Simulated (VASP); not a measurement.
# CoO (I4/mmm) in VASP: reference runs, part 2 of 2

VASP 6.6.1. The steps go on from the part before.

## 5. Equation of state, PBE, collinear spin, ferromagnetic start, 9.20 Å³/atom (volume scaled by 0.96)

The input, INCAR:

```
PREC = Accurate
ENCUT = 520
EDIFF = 1E-7
ISMEAR = -1
SIGMA = 0.05
LREAL = False
LASPH = True
NELM = 120
ALGO = Normal
ISIF = 2
LWAVE = False
LCHARG = False
ISPIN = 2
MAGMOM = 2 0
LORBIT = 11
LMAXMIX = 4
GGA = PE
NBANDS = 18
```

The input, KPOINTS:

```
Automatic mesh
0
Gamma
  12 12 12
```

The input, POSCAR:

```
CoO
1.0
   -1.4876191232      1.4876191232      2.0787677284
    1.4876191232     -1.4876191232      2.0787677284
    1.4876191232      1.4876191232     -2.0787677284
Co O
1 1
Direct
    0.0000000000      0.0000000000      0.0000000000
    0.5000000000      0.5000000000      0.0000000000
```

Potentials or basis: VASP PAW PBE potentials, release 64 (Co, O).

Started as:

```bash
> cat potpaw_PBE.64/Co/POTCAR potpaw_PBE.64/O/POTCAR > POTCAR
> mpirun -np 1 vasp_std > vasp.out
```

OUTCAR:

```text
PREC = Accurate
   ENCUT = 520
   EDIFF = 1E-7
   ISMEAR = -1
   LREAL = False
   LASPH = True
   NELM = 120
   ISIF = 2
   ISPIN = 2
   LORBIT = 11
   GGA = PE

 Found    163 irreducible k-points:

 Following reciprocal coordinates:
            Coordinates               Weight
  0.000000  0.000000  0.000000      1.000000
  0.083333  0.000000 -0.000000      8.000000
  0.166667  0.000000 -0.000000      8.000000
  0.250000  0.000000 -0.000000      8.000000
  0.333333  0.000000 -0.000000      8.000000
  0.416667 -0.000000  0.000000      8.000000
   k-points           NKPTS =    163   k-points in BZ     NKDIM =    163   number of bands    NBANDS=     18
   number of dos      NEDOS =    301   number of ions     NIONS =      2
   total plane-waves  NPLWV =  13824
   dimension x,y,z NGX =    24 NGY =   24 NGZ =   24
   dimension x,y,z NGXF=    48 NGYF=   48 NGZF=   48
   ions per type =               1   1
   NGX,Y,Z   is equivalent  to a cutoff of  13.49, 13.49, 13.49 a.u.
   NGXF,Y,Z  is equivalent  to a cutoff of  26.98, 26.98, 26.98 a.u.
 SYSTEM =  unknown system
   PREC   = accura    normal or accurate (medium, high low for compatibility)
   ISTART =      0    job   : 0-new  1-cont  2-samecut
   ICHARG =      2    charge: 1-file 2-atom 10-const
   ISPIN  =      2    spin polarized calculation?
   LNONCOLLINEAR =      F non collinear calculations
   LSORBIT =      F    spin-orbit coupling
   LASPH  =      T    aspherical Exc in radial PAW
   ENCUT  =  520.0 eV  38.22 Ry    6.18 a.u.   5.50  5.50  5.50*2*pi/ulx,y,z
   NELM   =    120;   NELMIN=  2; NELMDL= -5     # of ELM steps
   EDIFF  = 0.1E-06   stopping-criterion for ELM
   LREAL  =      F    real-space projection
   EDIFFG = 0.1E-05   stopping-criterion for IOM
   NSW    =      0    number of steps for IOM
   IBRION =     -1    ionic relax: 0-MD 1-quasi-New 2-CG
   NFREE  =      0    steps in history (QN), initial steepest desc. (CG)
   ISIF   =      2    stress and relaxation
   ISYM   =      2    0-nonsym 1-usesym 2-fastsym
   POTIM  = 0.5000    time-step for ionic-motion
   TEBEG  =    0.0;   TEEND  =   0.0 temperature during run
   PSTRESS=    0.0 pullay stress
   NELECT =      15.0000    total number of electrons
   NUPDOWN=      -1.0000    fix difference up-down
   EMIN   =  10.00;   EMAX   =-10.00  energy-range for DOS
   EFERMI =   0.00;   METHOD = LEGACY
   ISMEAR =    -1;   SIGMA  =   0.05  broadening in eV -4-tet -1-fermi 0-gaus
   EFERMI_NEDOS =   21; number of points for ismear=-14 and -15
   IALGO  =     38    algorithm
   IMIX   =      4    mixing-type and parameters
     AMIX     =   0.40;   BMIX     =  1.00
     AMIX_MAG =   1.60;   BMIX_MAG =  1.00
  volume/ion in A,a.u.               =       9.20        62.09
  Fermi-wavevector in a.u.,A,eV,Ry     =   1.529286  2.889932 31.820166  2.338716
  Thomas-Fermi vector in A             =   2.636928
   LORBIT       =     11    0 simple, 1 ext, 2 COOP (PROOUT), +10 PAW based schemes
   GGA     = PE    functional components
   LHFCALC =     F    Hartree Fock is set to
   AEXX    =    0.0000 exact exchange contribution
   IVDW    =     0    specifies the selected vdW correction
   LEPSILON=     F    determine dielectric tensor
   LRPA    =     F    only Hartree local field effects (RPA)
 spin polarized calculation
  energy-cutoff  :      520.00
  volume of cell :       18.40
 maximum number of plane-waves:       531
 NGX is ok and might be reduce to    24
   NGX = 11   NGY = 11   NGZ = 11

 number of electron      14.9999997 magnetization       2.7155164

 Free energy of the ion-electron system (eV)
  ---------------------------------------------------
  ext. energy  EPLUGINS =         0.00000000
  ---------------------------------------------------
  free energy    TOTEN  =       -13.04917271 eV

  energy without entropy =      -13.01288318  energy(sigma->0) =      -13.03102795

 E-fermi :   8.6140     XC(G=0): -12.6917

 val. band max:        8.6111119769   @ k =  -0.2500   0.5000   0.2500
 cond. band min:       8.6144637278   @ k =  -0.3333  -0.3333   0.1667
 fundamental gap:      0.0033517509
 Fermi energy:         8.6139534875

 spin component 1

 k-point     1 :       0.0000    0.0000    0.0000
  band No.  band energies     occupation
      1     -12.0520      1.00000
      2       5.2405      1.00000
      3       5.2769      1.00000
      4       5.2769      1.00000
      5       5.4061      1.00000
      6       5.4081      1.00000
[... 10 lines left out ...]
     17      31.2904      0.00000
     18      33.9499      0.00000

 k-point     2 :       0.0833    0.0000   -0.0000
  band No.  band energies     occupation
      1     -11.9737      1.00000
      2       4.5034      1.00000
      3       4.5255      1.00000
      4       4.5360      1.00000
      5       5.5699      1.00000
      6       5.6355      1.00000
[... 10 lines left out ...]
     17      31.8799      0.00000
     18      35.2178      0.00000

 k-point     3 :       0.1667    0.0000   -0.0000
  band No.  band energies     occupation
      1     -11.7521      1.00000
      2       3.3175      1.00000
      3       3.7780      1.00000
      4       3.8066      1.00000
      5       5.7170      1.00000
      6       5.7797      1.00000
[... 10 lines left out ...]
     17      34.0211      0.00000
     18      37.4093      0.00000

 k-point     4 :       0.2500    0.0000   -0.0000
  band No.  band energies     occupation
      1     -11.4292      1.00000
      2       2.0850      1.00000
      3       3.1629      1.00000
      4       3.1962      1.00000
      5       5.9240      1.00000
      6       5.9784      1.00000
[... 10 lines left out ...]
     17      36.2898      0.00000
     18      39.0805      0.00000

 k-point     5 :       0.3333    0.0000   -0.0000
  band No.  band energies     occupation
      1     -11.0776      1.00000
      2       1.0288      1.00000
      3       2.7012      1.00000
      4       2.7377      1.00000
      5       6.1389      1.00000
      6       6.1838      1.00000
[... 10 lines left out ...]
     17      36.2667      0.00000
     18      38.9917      0.00000

 k-point     6 :       0.4167   -0.0000    0.0000
  band No.  band energies     occupation
      1     -10.7974      1.00000
      2       0.3093      1.00000
      3       2.4155      1.00000
      4       2.4537      1.00000
      5       6.3017      1.00000
      6       6.3389      1.00000
[... 10 lines left out ...]
     17      35.0841      0.00000
     18      37.6305      0.00000

 [... further k-points ...]

 spin component 2

 k-point     1 :       0.0000    0.0000    0.0000
  band No.  band energies     occupation
      1     -11.6205      1.00000
      2       5.7076      1.00000
      3       5.7670      1.00000
      4       5.7670      1.00000
      5       7.3837      1.00000
      6       7.3838      1.00000
[... 10 lines left out ...]
     17      32.2178      0.00000
     18      34.7722      0.00000

 k-point     2 :       0.0833    0.0000   -0.0000
  band No.  band energies     occupation
      1     -11.5406      1.00000
      2       5.1274      1.00000
      3       5.4663      1.00000
      4       5.5027      1.00000
      5       7.4850      1.00000
      6       7.5001      1.00000
[... 10 lines left out ...]
     17      32.6942      0.00000
     18      36.0716      0.00000

 k-point     3 :       0.1667    0.0000   -0.0000
  band No.  band energies     occupation
      1     -11.3147      1.00000
      2       3.9127      1.00000
      3       4.9241      1.00000
      4       4.9618      1.00000
      5       7.6971      1.00000
      6       7.7006      1.00000
[... 10 lines left out ...]
     17      34.6105      0.00000
     18      38.2849      0.00000

 k-point     4 :       0.2500    0.0000   -0.0000
  band No.  band energies     occupation
      1     -10.9849      1.00000
      2       2.6432      1.00000
      3       4.3769      1.00000
      4       4.4161      1.00000
      5       7.9449      1.00000
      6       7.9552      1.00000
[... 10 lines left out ...]
     17      36.7187      0.00000
     18      39.8866      0.00000

 k-point     5 :       0.3333    0.0000   -0.0000
  band No.  band energies     occupation
      1     -10.6252      1.00000
      2       1.5557      1.00000
      3       3.9389      1.00000
      4       3.9795      1.00000
      5       8.1882      0.99980
      6       8.2125      0.99967
[... 10 lines left out ...]
     17      36.6439      0.00000
     18      39.5939      0.00000

 k-point     6 :       0.4167   -0.0000    0.0000
  band No.  band energies     occupation
      1     -10.3379      1.00000
      2       0.8149      1.00000
      3       3.6607      1.00000
      4       3.7021      1.00000
      5       8.3704      0.99240
      6       8.4056      0.98475
[... 10 lines left out ...]
     17      35.4293      0.00000
     18      38.1135      0.00000

 [... further k-points ...]

------------------------ aborting loop because EDIFF is reached ----------------------------------------

  FORCE on cell =-STRESS in cart. coord.  units (eV):
  Direction    XX          YY          ZZ          XY          YZ          ZX
  --------------------------------------------------------------------------------------
  -------------------------------------------------------------------------------------
  Total        0.6920295      0.6920295      0.7457703      0.0000000      0.0000000      0.0000000
  in kB       60.2539771     60.2539771     64.9331063      0.0000000      0.0000000      0.0000000
  external PRESSURE =      61.8136868 kB  Pullay stress =       0.0000000 kB

 VOLUME and BASIS-vectors are now :
 -----------------------------------------------------------------------------
  energy-cutoff  :      520.00
  volume of cell :       18.40
      direct lattice vectors                 reciprocal lattice vectors
    -1.487619123  1.487619123  2.078767728     0.000000000  0.336107537  0.240527113
     1.487619123 -1.487619123  2.078767728     0.336107537  0.000000000  0.240527113
     1.487619123  1.487619123 -2.078767728     0.336107537  0.336107537  0.000000000

 POSITION                                       TOTAL-FORCE (eV/Angst)
 -----------------------------------------------------------------------------------
      0.00000      0.00000      0.00000         0.000000      0.000000      0.000000
      0.00000      0.00000      2.07877        -0.000000     -0.000000      0.000000
 -----------------------------------------------------------------------------------
    total drift:                               -0.000000      0.000000     -0.000000

  FREE ENERGIE OF THE ION-ELECTRON SYSTEM (eV)
  ---------------------------------------------------
  free  energy   TOTEN  =       -13.0491727144 eV

  energy  without entropy=      -13.0128831817  energy(sigma->0) =      -13.03102795

 total charge

# of ion       s       p       d       tot
------------------------------------------
    1        0.307   0.388   7.193   7.889
    2        1.557   3.442   0.000   4.999
--------------------------------------------------
tot          1.864   3.830   7.193  12.888

 magnetization (x)

# of ion       s       p       d       tot
------------------------------------------
    1        0.021   0.019   2.380   2.420
    2        0.029   0.222   0.000   0.252
--------------------------------------------------
tot          0.051   0.241   2.380   2.671
```

stdout:

```text
POSCAR found type information on POSCAR CoO
 POSCAR found :  2 types and       2 ions
 scaLAPACK will be used
 LDA part: xc-table for (Slater+PW92), standard interpolation
 POSCAR, INCAR and KPOINTS ok, starting setup
 FFT: planning ... GRIDC
 FFT: planning ... GRID_SOFT
 FFT: planning ... GRID
 WAVECAR not read
 entering main loop
```

It took 95 s on 1 thread of Intel Xeon Platinum 8488C (Sapphire Rapids), shared host; peak memory 0.21 GiB.

What came out:

| Property | Result |
| --- | --- |
| Free energy | -13.0492 eV |
| Pressure | 6.2 GPa |
| Band gap on the k mesh | none (metal or under the smearing width) |
| Net moment | 2.72 μB per cell |
| Site moments | Co +2.42; O +0.25 μB |
| Valence electrons inside the program's atomic spheres | Co 7.89; O 5.00 |

Caveat: a cell with one magnetic atom can't hold antiferromagnetic order, which such compounds often take; semilocal functionals often make such compounds metallic where correlation or magnetic order opens a gap, which also shifts bond lengths.

## 6. Equation of state, PBE, collinear spin, ferromagnetic start, 9.39 Å³/atom (volume scaled by 0.98)

The input, INCAR:

```
SYSTEM = CoO
ALGO = Normal ; EDIFF = 1E-7
ENCUT = 520 ; GGA = PE
ISIF = 2 ; ISMEAR = -1
ISPIN = 2 ; LASPH = .TRUE.
LCHARG = .FALSE. ; LMAXMIX = 4
LORBIT = 11 ; LREAL = .FALSE.
LWAVE = .FALSE. ; MAGMOM = 2 0
NBANDS = 18 ; NELM = 100
PREC = Accurate ; SIGMA = 0.05
```

The input, KPOINTS:

```
k-points
0
G
  12 12 12
  0 0 0
```

The input, POSCAR:

```
CoO
1.0
   -1.4978788897      1.4978788897      2.0931045106
    1.4978788897     -1.4978788897      2.0931045106
    1.4978788897      1.4978788897     -2.0931045106
Co O
1 1
Direct
    0.0000000000      0.0000000000      0.0000000000
    0.5000000000      0.5000000000      0.0000000000
```

Potentials or basis: VASP PAW PBE potentials, release 64 (Co, O).

Started as:

```bash
> cat potpaw_PBE.64/Co/POTCAR potpaw_PBE.64/O/POTCAR > POTCAR
> mpirun -np 1 vasp_std > vasp.out
```

Wall time 2.4 min (1 thread of Intel Xeon Platinum 8488C (Sapphire Rapids), shared host); peak memory 0.21 GiB.

It converged, with:

```yaml
Free_energy: -13.0604 eV
Pressure: 2.8 GPa
Band_gap_on_the_k_mesh: none (metal or under the smearing width)
Net_moment: 2.82 μB per cell
Site_moments: Co +2.50; O +0.28 μB
Valence_electrons_inside_the_program's_atomic_spheres: Co 7.85; O 4.99
```

Caveat: a cell with one magnetic atom can't hold antiferromagnetic order, which such compounds often take; semilocal functionals often make such compounds metallic where correlation or magnetic order opens a gap, which also shifts bond lengths.

## 7. Equation of state, PBE, collinear spin, ferromagnetic start, 9.78 Å³/atom (volume scaled by 1.02)

The input, INCAR:

```
ALGO = Normal
EDIFF = 1E-7
ENCUT = 520
GGA = PE
ISIF = 2
ISMEAR = -1
ISPIN = 2
LASPH = T
LCHARG = F
LMAXMIX = 4
LORBIT = 11
LREAL = F
LWAVE = F
MAGMOM = 2 0
NBANDS = 18
NELM = 150
PREC = Accurate
SIGMA = 0.05
```

The input, KPOINTS:

```
k-points
0
Gamma
  12 12 12
```

The input, POSCAR:

```
CoO
1.0
   -1.5179870460      1.5179870460      2.1212032261
    1.5179870460     -1.5179870460      2.1212032261
    1.5179870460      1.5179870460     -2.1212032261
Co O
1 1
Direct
    0.0000000000      0.0000000000      0.0000000000
    0.5000000000      0.5000000000      0.0000000000
```

Started as:

```bash
> cat potpaw_PBE.64/Co/POTCAR potpaw_PBE.64/O/POTCAR > POTCAR
> mpirun -np 1 vasp_std > vasp.out
```

Wall time 1.8 min (1 thread of Intel Xeon Platinum 8488C (Sapphire Rapids), shared host); peak memory 0.21 GiB.

It converged, with:

| Item | Value |
| --- | --- |
| Free energy | -13.0587 eV |
| Pressure | -3.8 GPa |
| Band gap on the k mesh | none (metal or under the smearing width) |
| Net moment | 2.93 μB per cell |
| Site moments | Co +2.57; O +0.30 μB |
| Valence electrons inside the program's atomic spheres | Co 7.77; O 4.97 |

Caveat: a cell with one magnetic atom can't hold antiferromagnetic order, which such compounds often take; semilocal functionals often make such compounds metallic where correlation or magnetic order opens a gap, which also shifts bond lengths.

## 8. Equation of state, PBE, collinear spin, ferromagnetic start, 9.97 Å³/atom (volume scaled by 1.04)

The input, INCAR:

```
SYSTEM = CoO
  PREC = Accurate
  ENCUT = 520
  EDIFF = 1E-7
  ISMEAR = -1
  SIGMA = 0.05
  LREAL = .False.
  LASPH = .True.
  NELM = 100
  ALGO = Normal
  ISIF = 2
  LWAVE = .False.
  LCHARG = .False.
  ISPIN = 2
  MAGMOM = 2 0
  LORBIT = 11
  LMAXMIX = 4
  GGA = PE
  NBANDS = 18
```

The input, KPOINTS:

```
Automatic mesh
0
Gamma
  12 12 12
  0 0 0
```

The input, POSCAR:

```
CoO
1.0
   -1.5278443810      1.5278443810      2.1349776590
    1.5278443810     -1.5278443810      2.1349776590
    1.5278443810      1.5278443810     -2.1349776590
Co O
1 1
Direct
    0.0000000000      0.0000000000      0.0000000000
    0.5000000000      0.5000000000      0.0000000000
```

Started as:

```bash
> cat potpaw_PBE.64/Co/POTCAR potpaw_PBE.64/O/POTCAR > POTCAR
> mpirun -np 1 vasp_std > vasp.out
```

Run time: 88 s. Hardware: 1 thread of Intel Xeon Platinum 8488C (Sapphire Rapids), shared host; peak memory 0.21 GiB.

Results (log left out):

```yaml
Free_energy: -13.0465 eV
Pressure: -6.7 GPa
Band_gap_on_the_k_mesh: none (metal or under the smearing width)
Net_moment: 2.96 μB per cell
Site_moments: Co +2.59; O +0.31 μB
Valence_electrons_inside_the_program's_atomic_spheres: Co 7.74; O 4.96
```

Caveat: a cell with one magnetic atom can't hold antiferromagnetic order, which such compounds often take; semilocal functionals often make such compounds metallic where correlation or magnetic order opens a gap, which also shifts bond lengths.

## 9. Equation of state, PBE, collinear spin, ferromagnetic start, 10.16 Å³/atom (volume scaled by 1.06)

The input, INCAR:

```
  ALGO = Normal
  EDIFF = 1E-7
  ENCUT = 520
  GGA = PE
  ISIF = 2
  ISMEAR = -1
  ISPIN = 2
  LASPH = T
  LCHARG = F
  LMAXMIX = 4
  LORBIT = 11
  LREAL = F
  LWAVE = F
  MAGMOM = 2 0
  NBANDS = 18
  NELM = 150
  PREC = Accurate
  SIGMA = 0.05
```

The input, KPOINTS:

```
k-points
0
Gamma
  12 12 12
```

The input, POSCAR:

```
CoO
1.0
   -1.5375761362      1.5375761362      2.1485766095
    1.5375761362     -1.5375761362      2.1485766095
    1.5375761362      1.5375761362     -2.1485766095
Co O
1 1
Direct
    0.0000000000      0.0000000000      0.0000000000
    0.5000000000      0.5000000000      0.0000000000
```

Potentials or basis: VASP PAW PBE potentials, release 64 (Co, O).

Started as:

```bash
> cat potpaw_PBE.64/Co/POTCAR potpaw_PBE.64/O/POTCAR > POTCAR
> mpirun -np 1 vasp_std > vasp.out
```

Wall time 90 s (1 thread of Intel Xeon Platinum 8488C (Sapphire Rapids), shared host); peak memory 0.21 GiB.

It converged, with:

| Item | Value |
| --- | --- |
| Free energy | -13.0274 eV |
| Pressure | -9.5 GPa |
| Band gap on the k mesh | none (metal or under the smearing width) |
| Net moment | 2.98 μB per cell |
| Site moments | Co +2.61; O +0.31 μB |
| Valence electrons inside the program's atomic spheres | Co 7.71; O 4.96 |

Caveat: a cell with one magnetic atom can't hold antiferromagnetic order, which such compounds often take; semilocal functionals often make such compounds metallic where correlation or magnetic order opens a gap, which also shifts bond lengths.

## 10. Equation of state, PBE, collinear spin, ferromagnetic start

Potentials or basis: VASP PAW PBE potentials, release 64 (Co, O).

This step only gathers the single runs of the series.

What came out:

* Equilibrium volume: 9.56 Å³/atom (rough: see the caveat)
* Bulk modulus at fixed shape and positions: 162 GPa (rough)

Energy against volume, from the lowest point:
| volume (Å³/atom) | energy (meV/atom) |
| --- | --- |
| 9.009 | 16.81 |
| 9.201 | 7.15 |
| 9.392 | 1.54 |
| 9.584 | 0.00 |
| 9.776 | 2.39 |
| 9.967 | 8.48 |
| 10.159 | 18.01 |

Caveat: the fit is doubtful: noisy points or a state that changes with volume; the cell was scaled at fixed shape and fractional positions, which overstates the stiffness of a crystal with free parameters, most of all of layers and chains.

## 11. The runs side by side

| task | cell | gap on the mesh (eV) | pressure (GPa) | moment (μB) |
| --- | --- | --- | --- | --- |
| single point | as given | none | -0.5 | 2.88 |
| single point | atoms moved at random, drawn with an rms of 0.05 Å | none | -0.1 | 2.89 |
| equation of state | as given | - | - | - |

Alike in all rows: level PBE; potentials or basis VASP PAW PBE potentials, release 64 (Co, O); spin collinear, ferromagnetic start; k mesh 12 × 12 × 12; cutoff (eV) 520; smearing fermi-dirac 0.05 eV.

Caveats: a cell with one magnetic atom can't hold antiferromagnetic order, which such compounds often take (some runs); semilocal functionals often make such compounds metallic where correlation or magnetic order opens a gap, which also shifts bond lengths (some runs); the fit is doubtful: noisy points or a state that changes with volume (some runs); the cell was scaled at fixed shape and fractional positions, which overstates the stiffness of a crystal with free parameters, most of all of layers and chains (some runs).

Total energies depend on the potentials used, so only differences within one code and one set of settings carry meaning.
